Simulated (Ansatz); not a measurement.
Here is an Ansatz 0.2.0 calculation.

The input input.yaml:

```yaml
crystal:
  lattice:
    - [-1.8921, 1.8921, 4.7573]
    - [1.8921, -1.8921, 4.7573]
    - [1.8921, 1.8921, -4.7573]
  atoms:
    - { symbol: Ti, position: [0.75, 0.25, 0.5] }
    - { symbol: Ti, position: [0.0, 0.0, 0.0] }
    - { symbol: O, position: [0.7919, 0.7919, 0.0] }
    - { symbol: O, position: [0.5419, 0.0419, 0.5] }
    - { symbol: O, position: [0.9581, 0.4581, 0.5] }
    - { symbol: O, position: [0.2081, 0.2081, 0.0] }
hamiltonian:
  xc: pbesol
  pseudopotentials: { kind: paw }
kpoints:
  mp_grid: { grid: [10, 10, 10] }
scf:
  occupations: { method: fermi_dirac, width: 0.05 }
output:
  forces: true
  stress: true
  write_density: true
  write_potential: true
  elf: true
  volumetric_format: npy
relax:
  f_tol: 0.01
  max_steps: 40
  cell: { stress_tol: 0.05 }
```

Potentials or basis: Ansatz PAW.

The run is started by

```console
$ ansatz run input.yaml --threads 2 --pin off --max-ram 5632MiB --backend cpu --events-out ev --progress --plain --runs-dir out
```

Q: What does it give for the space group after relaxing (to 0.05 Å)?

A: I4_1/amd (No. 141).

Q: Predict the relaxed cell.

A: a = 5.469 Å, b = 5.469 Å, c = 5.469 Å, α = 139.68°, β = 139.68°, γ = 58.34°.

Q: Predict the relaxed volume.

A: 11.31 Å³/atom.

Final structure:
```
Ti O
1.0
    -1.88489    1.88489    4.77590
     1.88489   -1.88489    4.77590
     1.88489    1.88489   -4.77590
Ti O
2 4
Direct
  0.75000 0.25000 0.50000
  0.00000 0.00000 0.00000
  0.79247 0.79247 0.00000
  0.54247 0.04247 0.50000
  0.95753 0.45753 0.50000
  0.20753 0.20753 0.00000
```

Caveat: the pressure holds a Pulay correction of +0.7 GPa for the finite cutoff; the PAW data sets come from PBE, with cores solved anew for the run's functional, which leaves a small shift of forces and pressure.
